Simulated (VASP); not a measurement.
# Rh (Im-3m) in VASP: settings compared

Aim: see how the results for Rh move with the level of theory and the settings. Levels: PBEsol, RPBE. Tasks: single point, relaxation of cell and atoms.

Everything below comes from runs of VASP 6.6.1. Logs are shortened: lines on timing, memory, paths and dates and some standing lists are left out, and cuts for length are marked.

## Step 1: The structure

The structure is cubic, space group Im-3m (No. 229). Conventional cell: a = 3.022 Å, b = 3.022 Å, c = 3.022 Å, α = 90.00°, β = 90.00°, γ = 90.00°. Around Rh (site symmetry m-3m) lie 8 Rh at 2.62 Å.

This isn't the form of Rh at room conditions, which is fcc.

## Step 2: Single point, PBEsol

INCAR reads:

```
PREC = Accurate
ENCUT = 520
EDIFF = 1E-6
ISMEAR = 0
SIGMA = 0.1
LREAL = False
LASPH = True
NELM = 60
ALGO = Fast
ISIF = 2
LWAVE = False
LCHARG = False
GGA = PS
```

KPOINTS reads:

```
regular mesh
0
Gamma
  20 20 20
```

POSCAR reads:

```
Rh
1.0
   -1.5110298100      1.5110298100      1.5110298100
    1.5110298100     -1.5110298100      1.5110298100
    1.5110298100      1.5110298100     -1.5110298100
Rh
1
Direct
    0.0000000000      0.0000000000      0.0000000000
```

Potentials or basis: VASP PAW PBE potentials, release 64 (Rh_pv).

Run with:

```sh
$ cat potpaw_PBE.64/Rh_pv/POTCAR > POTCAR
$ mpirun -np 1 vasp_std > vasp.out
```

OUTCAR:

```text
PREC = Accurate
   ENCUT = 520
   EDIFF = 1E-6
   ISMEAR = 0
   LREAL = False
   LASPH = True
   NELM = 60
   ISIF = 2
   GGA = PS

 ion  position               nearest neighbor table
   1  0.000  0.000  0.000-

  LATTYP: Found a body centered cubic cell.
 ALAT       =     3.0220596200

  Lattice vectors:

 A1 = (  -1.5110298100,   1.5110298100,   1.5110298100)
 A2 = (   1.5110298100,  -1.5110298100,   1.5110298100)
 A3 = (   1.5110298100,   1.5110298100,  -1.5110298100)

Analysis of symmetry for initial positions (statically):
=====================================================================
 Subroutine PRICEL returns:
 Original cell was already a primitive cell.

 Routine SETGRP: Setting up the symmetry group for a
 body centered cubic supercell.

 Subroutine GETGRP returns: Found 48 space group operations
 (whereof 48 operations were pure point group operations)
 out of a pool of 48 trial point group operations.

The static configuration has the point symmetry O_h .

Analysis of symmetry for dynamics (positions and initial velocities):
=====================================================================
 Subroutine PRICEL returns:
 Original cell was already a primitive cell.

 Routine SETGRP: Setting up the symmetry group for a
 body centered cubic supercell.

 Subroutine GETGRP returns: Found 48 space group operations
 (whereof 48 operations were pure point group operations)
 out of a pool of 48 trial point group operations.

The dynamic configuration has the point symmetry O_h .

 Subroutine INISYM returns: Found 48 space group operations
 (whereof 48 operations are pure point group operations),
 and found     1 'primitive' translations

----------------------------------------------------------------------------------------

                                     Primitive cell

  volume of cell :      13.8000

  direct lattice vectors                    reciprocal lattice vectors
    -1.511029810  1.511029810  1.511029810     0.000000000  0.330900156  0.330900156
     1.511029810 -1.511029810  1.511029810     0.330900156  0.000000000  0.330900156
     1.511029810  1.511029810 -1.511029810     0.330900156  0.330900156  0.000000000

  length of vectors
     2.617180403  2.617180403  2.617180403     0.467963489  0.467963489  0.467963489

  position of ions in fractional coordinates (direct lattice)
     0.000000000  0.000000000  0.000000000

  ion indices of the primitive-cell ions
   primitive index   ion index
                 1           1

----------------------------------------------------------------------------------------

 KPOINTS: regular mesh

Automatic generation of k-mesh.
 Grid dimensions read from file:
 generate k-points for:   20   20   20

 Generating k-lattice:

  Cartesian coordinates                     Fractional coordinates (reciprocal lattice)
     0.000000000  0.016545008  0.016545008     0.050000000  0.000000000  0.000000000
     0.016545008  0.000000000  0.016545008     0.000000000  0.050000000  0.000000000
     0.016545008  0.016545008  0.000000000     0.000000000  0.000000000  0.050000000

  Length of vectors
     0.023398174  0.023398174  0.023398174

  Shift w.r.t. Gamma in fractional coordinates (k-lattice)
     0.000000000  0.000000000  0.000000000

 Subroutine IBZKPT returns following result:
 ===========================================

 Found    256 irreducible k-points:

 Following reciprocal coordinates:
            Coordinates               Weight
  0.000000  0.000000  0.000000      1.000000
  0.050000  0.000000  0.000000     12.000000
  0.100000  0.000000  0.000000     12.000000
  0.150000  0.000000  0.000000     12.000000
  0.200000  0.000000  0.000000     12.000000
  0.250000  0.000000  0.000000     12.000000
[... 16 lines left out ...]
  0.200000  0.100000  0.000000     48.000000
  0.250000  0.100000  0.000000     48.000000
 [... further k-points ...]
   k-points           NKPTS =    256   k-points in BZ     NKDIM =    256   number of bands    NBANDS=     11
   number of dos      NEDOS =    301   number of ions     NIONS =      1
   total plane-waves  NPLWV =   8000
   dimension x,y,z NGX =    20 NGY =   20 NGZ =   20
   dimension x,y,z NGXF=    40 NGYF=   40 NGZF=   40
   ions per type =               1
   NGX,Y,Z   is equivalent  to a cutoff of  12.70, 12.70, 12.70 a.u.
   NGXF,Y,Z  is equivalent  to a cutoff of  25.41, 25.41, 25.41 a.u.
 SYSTEM =  unknown system
   PREC   = accura    normal or accurate (medium, high low for compatibility)
   ISTART =      0    job   : 0-new  1-cont  2-samecut
   ICHARG =      2    charge: 1-file 2-atom 10-const
   ISPIN  =      1    spin polarized calculation?
   LNONCOLLINEAR =      F non collinear calculations
   LSORBIT =      F    spin-orbit coupling
   LASPH  =      T    aspherical Exc in radial PAW
   ENCUT  =  520.0 eV  38.22 Ry    6.18 a.u.   4.87  4.87  4.87*2*pi/ulx,y,z
   NELM   =     60;   NELMIN=  2; NELMDL= -5     # of ELM steps
   EDIFF  = 0.1E-05   stopping-criterion for ELM
   LREAL  =      F    real-space projection
[... 7 lines left out ...]
   TEBEG  =    0.0;   TEEND  =   0.0 temperature during run
   PSTRESS=    0.0 pullay stress
   NELECT =      15.0000    total number of electrons
   NUPDOWN=      -1.0000    fix difference up-down
   EMIN   =  10.00;   EMAX   =-10.00  energy-range for DOS
   EFERMI =   0.00;   METHOD = LEGACY
   ISMEAR =     0;   SIGMA  =   0.10  broadening in eV -4-tet -1-fermi 0-gaus
   EFERMI_NEDOS =   21; number of points for ismear=-14 and -15
   IALGO  =     68    algorithm
   IMIX   =      4    mixing-type and parameters
     AMIX     =   0.40;   BMIX     =  1.00
     AMIX_MAG =   1.60;   BMIX_MAG =  1.00
  volume/ion in A,a.u.               =      13.80        93.13
  Fermi-wavevector in a.u.,A,eV,Ry     =   1.683238  3.180859 38.549258  2.833291
  Thomas-Fermi vector in A             =   2.766475
   LORBIT       =      0    0 simple, 1 ext, 2 COOP (PROOUT), +10 PAW based schemes
   GGA     = PS    functional components
   LHFCALC =     F    Hartree Fock is set to
   AEXX    =    0.0000 exact exchange contribution
   IVDW    =     0    specifies the selected vdW correction
   LEPSILON=     F    determine dielectric tensor
   LRPA    =     F    only Hartree local field effects (RPA)
 non-spin polarized calculation
 RMM-DIIS sequential band-by-band and
 Gauss-broadening in eV      SIGMA  =   0.10
  energy-cutoff  :      520.00
  volume of cell :       13.80
 maximum number of plane-waves:       386
   NGX =  9   NGY =  9   NGZ =  9

 number of electron      14.9999993 magnetization

 Free energy of the ion-electron system (eV)
  ---------------------------------------------------
  ext. energy  EPLUGINS =         0.00000000
  ---------------------------------------------------
  free energy    TOTEN  =        -7.75672503 eV

  energy without entropy =       -7.74367370  energy(sigma->0) =       -7.75019936

 E-fermi :  11.5073     XC(G=0): -14.1768

 val. band max:       11.5008499461   @ k =   0.3500   0.2500   0.0500
 cond. band min:      11.5092954730   @ k =   0.4000   0.0000   0.0000
 fundamental gap:      0.0084455269
 Fermi energy:        11.5073185202

 k-point     1 :       0.0000    0.0000    0.0000
  band No.  band energies     occupation
      1     -34.4816      2.00000
      2     -34.4816      2.00000
      3     -34.4816      2.00000
      4       3.6657      2.00000
      5       8.5370      2.00000
      6       8.5370      2.00000
      7       8.5370      2.00000
      8      11.0580      2.00000
      9      11.0580      2.00000
     10      29.9490      0.00000
     11      29.9490      0.00000

 k-point     2 :       0.0500    0.0000    0.0000
  band No.  band energies     occupation
      1     -34.5005      2.00000
      2     -34.4878      2.00000
      3     -34.4816      2.00000
      4       3.7727      2.00000
      5       8.4928      2.00000
      6       8.5363      2.00000
      7       8.6229      2.00000
      8      11.0010      2.00000
      9      11.0609      2.00000
     10      29.9982      0.00000
     11      30.0769      0.00000

 k-point     3 :       0.1000    0.0000    0.0000
  band No.  band energies     occupation
      1     -34.5552      2.00000
      2     -34.5058      2.00000
      3     -34.4816      2.00000
      4       4.0829      2.00000
      5       8.3668      2.00000
      6       8.5297      2.00000
      7       8.8769      2.00000
      8      10.8594      2.00000
      9      11.0707      2.00000
     10      30.0837      0.00000
     11      30.0997      0.00000

 k-point     4 :       0.1500    0.0000    0.0000
  band No.  band energies     occupation
      1     -34.6396      2.00000
      2     -34.5338      2.00000
      3     -34.4816      2.00000
      4       4.5590      2.00000
      5       8.1766      2.00000
      6       8.5155      2.00000
      7       9.2882      2.00000
      8      10.7072      2.00000
      9      11.0909      2.00000
     10      29.9546      0.00000
     11      30.0385      0.00000
[... 239 lines left out ...]
 k-point    22 :       0.1500    0.1000    0.0000
  band No.  band energies     occupation
      1     -34.7809      2.00000
      2     -34.5656      2.00000
      3     -34.5047      2.00000
      4       5.3804      2.00000
      5       7.9919      2.00000
      6       8.2280      2.00000
      7      10.2358      2.00000
      8      10.4835      2.00000
      9      11.2424      1.99982
     10      29.2151      0.00000
     11      29.6546      0.00000

 k-point    23 :       0.2000    0.1000    0.0000
  band No.  band energies     occupation
      1     -34.8830      2.00000
      2     -34.6079      2.00000
      3     -34.5068      2.00000
      4       5.8605      2.00000
      5       7.7541      2.00000
      6       8.3304      2.00000
      7      10.4768      2.00000
      8      10.9622      2.00000
      9      11.3522      1.97174
     10      27.9838      0.00000
     11      28.8170      0.00000

 k-point    24 :       0.2500    0.1000    0.0000
  band No.  band energies     occupation
      1     -34.9829      2.00000
      2     -34.6519      2.00000
      3     -34.5080      2.00000
      4       6.0813      2.00000
      5       7.5254      2.00000
      6       8.7528      2.00000
      7      10.5737      2.00000
      8      11.3521      1.97189
      9      11.8979      0.00000
     10      26.2884      0.00000
     11      28.0010      0.00000

 [... further k-points ...]

------------------------ aborting loop because EDIFF is reached ----------------------------------------

  FORCE on cell =-STRESS in cart. coord.  units (eV):
  Direction    XX          YY          ZZ          XY          YZ          ZX
  --------------------------------------------------------------------------------------
  -------------------------------------------------------------------------------------
  Total        0.1563375      0.1563375      0.1563375     -0.0000000      0.0000000      0.0000000
  in kB       18.1507478     18.1507478     18.1507478     -0.0000000      0.0000000      0.0000000
  external PRESSURE =      18.1507478 kB  Pullay stress =       0.0000000 kB

 VOLUME and BASIS-vectors are now :
 -----------------------------------------------------------------------------
  energy-cutoff  :      520.00
  volume of cell :       13.80
      direct lattice vectors                 reciprocal lattice vectors
    -1.511029810  1.511029810  1.511029810     0.000000000  0.330900156  0.330900156
     1.511029810 -1.511029810  1.511029810     0.330900156  0.000000000  0.330900156
     1.511029810  1.511029810 -1.511029810     0.330900156  0.330900156  0.000000000

 POSITION                                       TOTAL-FORCE (eV/Angst)
 -----------------------------------------------------------------------------------
      0.00000      0.00000      0.00000        -0.000000     -0.000000      0.000000
 -----------------------------------------------------------------------------------
    total drift:                                0.000000     -0.000000      0.000000

  FREE ENERGIE OF THE ION-ELECTRON SYSTEM (eV)
  ---------------------------------------------------
  free  energy   TOTEN  =        -7.7567250252 eV

  energy  without entropy=       -7.7436737001  energy(sigma->0) =       -7.75019936
```

It took 19 s on 1 thread of Intel Xeon Platinum 8488C (Sapphire Rapids), shared host; peak memory 0.16 GiB.

What came out:

| Property | Result |
| --- | --- |
| Free energy | -7.7567 eV |
| Pressure | 1.8 GPa |
| Band gap on the k mesh | none (metal or under the smearing width) |

Caveat: the PAW data sets were made with another functional, which shifts forces and pressure a little.

## Step 3: Relaxation of cell and atoms, PBEsol

INCAR reads:

```
PREC = Accurate ; ENCUT = 580
EDIFF = 1E-7 ; ISMEAR = 0
SIGMA = 0.1 ; LREAL = F
LASPH = T ; NELM = 60
ALGO = Fast ; ISIF = 3
LWAVE = F ; LCHARG = F
GGA = PS ; IBRION = 2
NSW = 90 ; EDIFFG = -0.005
```

KPOINTS is that of step 2.

POSCAR is that of step 2.

Potentials or basis: VASP PAW PBE potentials, release 64 (Rh).

Run with:

```sh
$ cat potpaw_PBE.64/Rh/POTCAR > POTCAR
$ mpirun -np 1 vasp_std > vasp.out
```

It took 38 s on 1 thread of Intel Xeon Platinum 8488C (Sapphire Rapids), shared host; peak memory 0.17 GiB.

Results (log left out):

* Free energy: -7.7764 eV
* Relaxed volume: 13.83 Å³/atom
* Relaxed cell: a = 2.619 Å, b = 2.619 Å, c = 2.619 Å, α = 109.47°, β = 109.47°, γ = 109.47°
* Space group after relaxing (to 0.05 Å): Im-3m (No. 229)
* Energy gained by relaxing: 0.1 meV/atom
* Ionic steps: 3
* Pressure after relaxing: 0.0 GPa
* Band gap on the k mesh: none (metal or under the smearing width)

Final structure:
```
CELL_PARAMETERS angstrom
-1.51210 1.51210 1.51210
1.51210 -1.51210 1.51210
1.51210 1.51210 -1.51210
ATOMIC_POSITIONS crystal
Rh 0.00000 0.00000 0.00000
```

Levels at points of the mesh, in eV from the Fermi level:
```csv
k point,band 1,band 2,band 3,band 4,band 5,band 6,band 7,band 8
"(0.00, 0.00, 0.00)",-7.81,-2.96,-2.96,-2.96,-0.45,-0.45,16.65,18.47
"(0.50, 0.00, 0.00)",-5.94,-4.51,-0.51,-0.08,1.26,1.65,9.45,14.59
"(0.50, 0.50, 0.50)",-5.94,-5.94,1.13,1.13,1.13,9.44,9.44,9.44
```

Caveat: the PAW data sets were made with another functional, which shifts forces and pressure a little.

## Step 4: Relaxation of cell and atoms, RPBE

INCAR reads:

```
PREC = Accurate ; ENCUT = 600
EDIFF = 1E-7 ; ISMEAR = 0
SIGMA = 0.1 ; LREAL = F
LASPH = T ; NELM = 60
ALGO = Fast ; ISIF = 3
LWAVE = F ; LCHARG = F
GGA = RP ; IBRION = 2
NSW = 90 ; EDIFFG = -0.005
```

KPOINTS is that of step 3.

POSCAR is that of step 3.

Potentials or basis: VASP PAW PBE potentials, release 64 (Rh_pv).

Run with:

```sh
$ cat potpaw_PBE.64/Rh_pv/POTCAR > POTCAR
$ mpirun -np 1 vasp_std > vasp.out
```

It took 2.6 min on 1 thread of Intel Xeon Platinum 8488C (Sapphire Rapids), shared host; peak memory 0.19 GiB.

Results (log left out):

* Free energy: -6.2856 eV
* Relaxed volume: 14.75 Å³/atom
* Relaxed cell: a = 2.676 Å, b = 2.676 Å, c = 2.676 Å, α = 109.47°, β = 109.47°, γ = 109.47°
* Space group after relaxing (to 0.05 Å): Im-3m (No. 229)
* Energy gained by relaxing: 47.1 meV/atom
* Ionic steps: 18
* Pressure after relaxing: 0.0 GPa
* Band gap on the k mesh: none (metal or under the smearing width)

The path:
```
step  energy change (eV)  largest force (eV/Å)  pressure (GPa)  volume (Å³)
   1              0.0000                0.0000           17.04        13.80
   2              0.1170                0.0000          -20.61        16.94
   3             -0.0470                0.0000           -0.68        14.79
   4             -0.0471                0.0000           -0.08        14.75
   5             -0.0471                0.0000            0.16        14.73
   6             -0.0471                0.0000            0.22        14.73
   7             -0.0471                0.0000            0.21        14.73
   8             -0.0471                0.0000            0.20        14.73
   9             -0.0471                0.0000            0.21        14.73
  10             -0.0471                0.0000            0.21        14.73
  11             -0.0471                0.0000            0.20        14.73
  12             -0.0471                0.0000            0.20        14.73
  13             -0.0471                0.0000            0.20        14.73
  14             -0.0471                0.0000            0.19        14.74
  15             -0.0471                0.0000            0.18        14.74
  16             -0.0471                0.0000            0.17        14.74
  17             -0.0471                0.0000            0.13        14.74
  18             -0.0471                0.0000            0.05        14.75
```

Final structure:
```yaml
crystal:
  lattice:
    - [-1.54479, 1.54479, 1.54479]
    - [1.54479, -1.54479, 1.54479]
    - [1.54479, 1.54479, -1.54479]
  atoms:
    - { symbol: Rh, position: [0.00000, 0.00000, 0.00000] }
```

Levels at points of the mesh, in eV from the Fermi level:
| k point | band 5 | band 6 | band 7 | band 8 | band 9 | band 10 |
| --- | --- | --- | --- | --- | --- | --- |
| (0.00, 0.00, 0.00) | -2.65 | -2.65 | -2.65 | -0.40 | -0.40 | 18.43 |
| (0.50, 0.00, 0.00) | -4.04 | -0.46 | -0.09 | 1.41 | 1.48 | 8.85 |
| (0.50, 0.50, 0.50) | -5.34 | 1.02 | 1.02 | 1.02 | 9.29 | 9.29 |

Caveat: the PAW data sets were made with another functional, which shifts forces and pressure a little.

## Step 5: Overview

| task | level | potentials or basis | cell | cutoff (eV) | gap on the mesh (eV) | pressure (GPa) | relaxed volume (Å³/atom) |
| --- | --- | --- | --- | --- | --- | --- | --- |
| single point | PBEsol | VASP PAW PBE potentials, release 64 (Rh_pv) | as given | 520 | none | 1.8 | - |
| relaxation of cell and atoms | PBEsol | VASP PAW PBE potentials, release 64 (Rh) | relaxed | 580 | none | 0.0 | 13.83 |
| relaxation of cell and atoms | RPBE | VASP PAW PBE potentials, release 64 (Rh_pv) | relaxed | 600 | none | 0.0 | 14.75 |

Alike in all rows: no spin polarisation; k mesh 20 × 20 × 20; smearing gaussian 0.1 eV.

Caveats: the PAW data sets were made with another functional, which shifts forces and pressure a little.

Total energies depend on the potentials used, so only differences within one code and one set of settings carry meaning.
